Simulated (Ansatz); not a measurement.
2 structures of CaSe, a ranking of polymorphs by energy

With the Python package of Ansatz (0.2.0).

Interactive session:
```pycon
>>> import csv
>>> import warnings
>>> import ansatz as az
>>> import numpy as np
>>> import spglib
>>> PHASES = {
...     "F-43m": (
...         [(0.0, 3.3, 3.3), (3.3, 0.0, 3.3), (3.3, 3.3, 0.0)],
...         [
...             ("Ca", (0.0, 0.0, 0.0)),
...             ("Se", (0.75, 0.75, 0.75)),
...         ],
...     ),
...     "Fm-3m": (
...         [(0.0, 2.956, 2.956), (2.956, 0.0, 2.956), (2.956, 2.956, 0.0)],
...         [
...             ("Ca", (0.0, 0.0, 0.0)),
...             ("Se", (0.5, 0.5, 0.5)),
...         ],
...     ),
... }
>>> def build(vectors, sites):
...     crystal = az.Crystal(lattice=az.Lattice.of(vectors))
...     for symbol, position in sites:
...         crystal = crystal.atom(symbol, position)
...     return crystal
...
>>> def compute(name, crystal):
...     calc = (
...         crystal.calculation()
...         .basis(45 * az.Ry)
...         .functional("r2scan")
...         .kpoints(spacing=0.44)
...         .occupations("fixed")
...         .stress()
...         .band_table()
...     )
...     return calc.run(threads=1, pin="off")
...
>>> def space_group(outcome):
...     sites = outcome.report["lattice"]["sites"]
...     kinds = sorted({site["symbol"] for site in sites})
...     cell = (outcome.lattice.cell_ang, [site["position_frac"] for site in sites], [kinds.index(site["symbol"]) for site in sites])
...     return spglib.get_spacegroup(cell, symprec=0.01)
...
>>> def pressure_gpa(outcome):
...     return float(np.trace(outcome.report["stress_gpa"]) / 3)
...
>>> warnings.simplefilter("ignore", az.DeckWarning)
>>> phases = {name: build(*cell) for name, cell in PHASES.items()}
>>> done = {}
>>> for name, crystal in phases.items():
...     done[name] = compute(name, crystal)
...     print(f"{name}: {done[name].report['free_energy_ev']:.4f} eV, {len(done[name].lattice.sites)} atoms")
...
F-43m: -7303.8318 eV, 2 atoms
Fm-3m: -7304.4461 eV, 2 atoms
>>> energy = {name: o.report["free_energy_ev"] / len(o.lattice.sites) for name, o in done.items()}
>>> lowest = min(energy.values())
>>> rows = [(name, len(o.lattice.sites), 1000 * (energy[name] - lowest), space_group(o), pressure_gpa(o)) for name, o in done.items()]
>>> rows.sort(key=lambda row: row[2])
>>> with open("polymorphs.csv", "w", newline="") as handle:
...     writer = csv.writer(handle)
...     writer.writerow(["phase", "atoms", "dE (meV/atom)", "space group", "P (GPa)"])
...     writer.writerows([round(v, 4) if isinstance(v, float) else v for v in row] for row in rows)
...
47
>>> print(open("polymorphs.csv").read())
phase,atoms,dE (meV/atom),space group,P (GPa)
Fm-3m,2,0.0,Fm-3m (225),0.6343
F-43m,2,307.1667,F-43m (216),-0.6348
```

By space group at the end of each run: Fm-3m (+0 meV an atom, 25.8 Å³) and F-43m (+307 meV an atom, 35.9 Å³).

Notes:
- Absolute energies stand on the zero of these potentials, so only differences at equal settings mean something.
- Pressure is positive in compression.
- The cells come from databases of deposited and of computed structures, and not all need be stable phases.
- The ranking holds among these structures alone, at zero temperature; the ground state may be another structure. Differences under 10 to 15 meV an atom lie within the error of mesh and functional.
- Hardware and time: 6.7 s on 1 thread of Arm Neoverse V2, with other jobs on the host, peak memory 0.65 GiB.

(Lines on the test bed's own set-up are left out of the output.)
